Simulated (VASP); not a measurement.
**Sb under changes of volume**

One of the cells (29.689 Å³/atom); the others are scaled copies at fixed shape and fractional positions:

```
CELL_PARAMETERS angstrom
3.09646 0.00000 0.00000
0.00000 3.09646 0.00000
0.00000 0.00000 3.09646
ATOMIC_POSITIONS crystal
Sb 0.00000 0.00000 0.00000
```

This isn't the form of Sb at room conditions, which is rhombohedral.

```yaml
Program: VASP 6.6.1
Functional: r2SCAN
Potentials_or_basis: VASP PAW PBE potentials, release 64 (Sb)
Cutoff: 520 eV
k_mesh: 8 × 8 × 8
Occupations: fermi-dirac, width 0.05 eV
Spin: no spin polarisation
```

| volume (Å³/atom) | energy over the lowest point (meV/atom) | pressure (GPa) |
| --- | --- | --- |
| 28.502 | 10.43 | 2.8 |
| 29.095 | ? | ? |
| 29.689 | 0.00 | 0.0 |
| 30.283 | 2.18 | -1.2 |
| 30.877 | 8.57 | -2.2 |

**Question.** What does the run at 29.095 Å³/atom give?

**Answer.** Energy over the lowest point 2.56 meV/atom; pressure 1.3 GPa.

Worked out: A Birch-Murnaghan fit of order 2 (a polynomial in V^(-2/3)) to the other rows has its minimum at 29.71 Å³/atom with B0 = V·E''(V) = 64 GPa. It gives 2.61 meV/atom at 29.095 Å³/atom, against the run's 2.56, and -dE/dV = 1.4 GPa, against 1.3.

Energies are extrapolated to zero smearing.

Caveats: the PAW data sets were made with another functional, which shifts forces and pressure a little.
